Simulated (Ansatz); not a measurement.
input.yaml

```yaml
crystal:
  lattice:
    - [3.3230944552, 0.0, 0.0]
    - [-1.6615472276, 2.8778842174, 0.0]
    - [0.0, 0.0, 16.279683581]
  atoms:
    - { symbol: Na, position: [0.0, 0.0, 0.0] }
    - { symbol: F, position: [0.6666666667, 0.3333333333, 0.0833333333] }
    - { symbol: Na, position: [0.3333333333, 0.6666666667, 0.1666666667] }
    - { symbol: F, position: [0.0, 0.0, 0.25] }
    - { symbol: Na, position: [0.6666666667, 0.3333333333, 0.3333333333] }
    - { symbol: F, position: [0.3333333333, 0.6666666667, 0.4166666667] }
    - { symbol: Na, position: [0.0, 0.0, 0.5] }
    - { symbol: F, position: [0.3333333333, 0.6666666667, 0.5833333333] }
    - { symbol: Na, position: [0.6666666667, 0.3333333333, 0.6666666667] }
    - { symbol: F, position: [0.0, 0.0, 0.75] }
    - { symbol: Na, position: [0.3333333333, 0.6666666667, 0.8333333333] }
    - { symbol: F, position: [0.6666666667, 0.3333333333, 0.9166666667] }
basis:
  ecutwfc: 420
kpoints:
  mp_grid: { grid: [9, 9, 2] }
hamiltonian:
  xc: pbe
scf:
  occupations: { method: gaussian, width: 0.02 }
output:
  forces: true
  stress: true
  eigenvalues: true
  populations: true
relax:
  adjacent_minimum: "off"
  f_tol: 0.01
  max_steps: 45
  cell: { stress_tol: 0.05 }
```

Launched with
```bash
ansatz run input.yaml --threads 1 --pin off --max-ram 2560MiB --backend cpu --events-out ev --progress --plain --runs-dir out
```

The calculation used DFT PBE, scalar-relativistic, plane waves, PAW (Ansatz).

Part of what the program printed, abridged (final results; tables in files aren't shown):

```
SCF 7 converged in 6 iterations: F = -13784.350544 eV  dr2 = 1.84e-11
SCF converged after 6 iterations
Free energy (F): -13784.350544 eV
Harris-Foulkes:  -13784.350544 eV  (|F-HF|=2.00e-11)
Internal energy: -13784.350544 eV  (E = F + TS)
E sigma→0 (E₀):  -13784.350544 eV
Fermi energy:    3.732791 eV
--- Per-component energies (eV) ---
  E_band       = -1436.959390
  E_kinetic    = 1972.652727
  E_local      = -10355.746340  (includes V_loc(G=0)·N_el)
  E_nonlocal   = 1131.494215
  E_hartree    = 3686.334677
  E_xc         = -720.447618
  E_vxc        = -924.057949  (∫ρ·V_xc dr)
  E_paw        = -2781.501836  (= ΣΔE_a)
  E_vpaw       = -633.984449  (= ΣTr[D̂ρ^β])
  E_aug_tail   = 0.012958  (compensation charges beyond the density's cutoff)
  E_ewald      = -6717.149327
  E_smearing   =  0.000000  (= −TS)
--- Forces (eV/Å), atoms counted from 1 ---
  atom   1  Na     0.00000000     0.00000000     0.00000000
  atom   2  F      0.00000000     0.00000000    -0.00023799
  atom   3  Na     0.00000000     0.00000000    -0.00004091
  atom   4  F      0.00000000     0.00000000     0.00000000
  atom   5  Na     0.00000000     0.00000000     0.00004091
  atom   6  F      0.00000000     0.00000000     0.00023799
  atom   7  Na     0.00000000     0.00000000     0.00000000
  atom   8  F      0.00000000     0.00000000    -0.00023799
  atom   9  Na     0.00000000     0.00000000    -0.00004091
  atom  10  F      0.00000000     0.00000000     0.00000000
  atom  11  Na     0.00000000     0.00000000     0.00004091
  atom  12  F      0.00000000     0.00000000     0.00023799
--- Stress (GPa, compression-positive) ---
       -0.000677       0.000000       0.000000
        0.000000      -0.000677       0.000000
        0.000000       0.000000       0.029781
  P = ⅓ Tr σ = 0.0095 GPa (0.095 kbar)
--- Band table (eV; the first three rows and the last of 24) ---
  k-point 0: bands = ["-46.8081", "-46.8081", "-46.4291", "-46.4290", "-46.4237", "-46.4237", "-19.1202", "-19.0818", "-18.9554", "-18.8054", "-18.7108", "-18.6944", "-18.6944", "-18.6944", "-18.6944", "-18.4240", "-18.3807", "-18.3081", "-18.3081", "-18.3081", "-18.3081", "-18.3030", "-18.3030", "-18.3030", "-18.3030", "-18.0670", "-17.9493", "-17.7320", "-17.6301", "-17.5514", "-0.8531", "-0.5801", "-0.4316", "0.2238", "0.3730", "0.5306", "0.5306", "0.5794", "0.5794", "0.5846", "0.5846", "0.6786", "0.6786", "0.6983", "0.6983", "0.7428", "0.7428", "0.7944", "6.6712", "7.3521", "7.7233", "9.3356", "9.5734", "11.2474", "12.3913", "14.0202", "14.5399", "16.4475", "17.1039", "18.6603"]
  k-point 1: bands = ["-46.8081", "-46.8081", "-46.4290", "-46.4290", "-46.4237", "-46.4237", "-19.1047", "-19.1047", "-18.8959", "-18.8959", "-18.6944", "-18.6944", "-18.6944", "-18.6944", "-18.5863", "-18.5863", "-18.3081", "-18.3081", "-18.3081", "-18.3081", "-18.3030", "-18.3030", "-18.3030", "-18.3030", "-18.2093", "-18.2093", "-17.8285", "-17.8285", "-17.5795", "-17.5795", "-0.7671", "-0.7671", "-0.1255", "-0.1255", "0.5444", "0.5444", "0.5444", "0.5444", "0.6343", "0.6343", "0.6343", "0.6343", "0.6561", "0.6561", "0.7288", "0.7288", "0.7288", "0.7288", "6.8939", "6.8939", "8.4358", "8.4358", "10.5242", "10.5242", "13.1224", "13.1224", "15.4915", "15.4915", "18.0321", "18.0321"]
  k-point 2: bands = ["-46.8072", "-46.8072", "-46.4280", "-46.4280", "-46.4230", "-46.4229", "-19.0833", "-19.0553", "-18.9383", "-18.8192", "-18.8103", "-18.7422", "-18.6972", "-18.6972", "-18.6042", "-18.4965", "-18.4328", "-18.3737", "-18.3182", "-18.3181", "-18.3122", "-18.3121", "-18.3046", "-18.3046", "-18.1255", "-17.9785", "-17.9275", "-17.7400", "-17.6511", "-17.5847", "-0.7839", "-0.5500", "-0.3881", "0.1382", "0.2852", "0.4006", "0.4985", "0.5060", "0.5099", "0.5288", "0.5569", "0.5579", "0.5613", "0.6526", "0.6547", "0.6714", "0.7147", "0.7898", "7.0554", "7.6737", "8.0556", "9.5782", "9.8470", "11.5443", "12.4354", "14.0527", "14.6166", "16.2846", "17.0392", "18.3279"]
  k-point 23: bands = ["-46.7997", "-46.7997", "-46.4176", "-46.4176", "-46.4176", "-46.4176", "-19.0625", "-19.0625", "-18.7933", "-18.7933", "-18.7627", "-18.7627", "-18.7007", "-18.7007", "-18.6322", "-18.6322", "-18.4956", "-18.4956", "-18.3695", "-18.3695", "-18.3418", "-18.3418", "-18.3415", "-18.3415", "-17.8380", "-17.8380", "-17.7526", "-17.7526", "-17.7103", "-17.7103", "-0.3066", "-0.3066", "-0.3043", "-0.3043", "-0.2992", "-0.2992", "-0.0759", "-0.0759", "-0.0657", "-0.0657", "-0.0303", "-0.0303", "0.1311", "0.1311", "0.3689", "0.3689", "0.6510", "0.6510", "11.5348", "11.5348", "12.7903", "12.7903", "13.0209", "13.0209", "13.2782", "13.2782", "13.5851", "13.5851", "14.8656", "14. ...
--- Relaxed structure (5 steps of the walk, 5 accepted, 2 SCFs on fresh bases) ---
  F+E_penalty+E_count = -13784.35054396 eV   max|allowed force component| = 2.380e-4 eV/Å   (the final SCF, on the basis selected at the relaxed cell)
  cell:  # Å, volume = 156.7221 Å³
    - [3.29669996, 0.0, 0.0]
    - [-1.64834998, 2.85502591, 0.0]
    - [0.0, 0.0, 16.65101414]
  atoms:
    - { symbol: Na, position: [0.0, 0.0, 0.0] }
    - { symbol: F, position: [0.66666666, 0.33333333, 0.08599648] }
    - { symbol: Na, position: [0.33333333, 0.66666666, 0.16806947] }
    - { symbol: F, position: [0.0, 0.0, 0.24999999] }
    - { symbol: Na, position: [0.66666666, 0.33333333, 0.33193052] }
    - { symbol: F, position: [0.33333333, 0.66666666, 0.41400351] }
    - { symbol: Na, position: [0.0, 0.0, 0.49999999] }
    - { symbol: F, position: [0.33333333, 0.66666666, 0.58599648] }
    - { symbol: Na, position: [0.66666666, 0.33333333, 0.66806947] }
    - { symbol: F, position: [0.0, 0.0, 0.74999999] }
    - { symbol: Na, position: [0.33333333, 0.66666666, 0.83193052] }
    - { symbol: F, position: [0.66666666, 0.33333333, 0.91400351] }
--- Löwdin populations: 12 sites ---
  site symbol q [e]
     0     Na      8.2036
     1      F      7.7481
     2     Na      8.2060
     3      F      7.7498
     4     Na      8.2060
     5      F      7.7481
     6     Na      8.2036
     7      F      7.7481
     8     Na      8.2060
     9      F      7.7498
    10     Na      8.2060
    11      F      7.7481
  spilling = 0.002884 (of n_electrons = 96.000000)
```

The relaxation met its thresholds.

The run took 71 s on 1 thread of Arm Neoverse V2, with other jobs on the host, peak memory 0.48 GiB.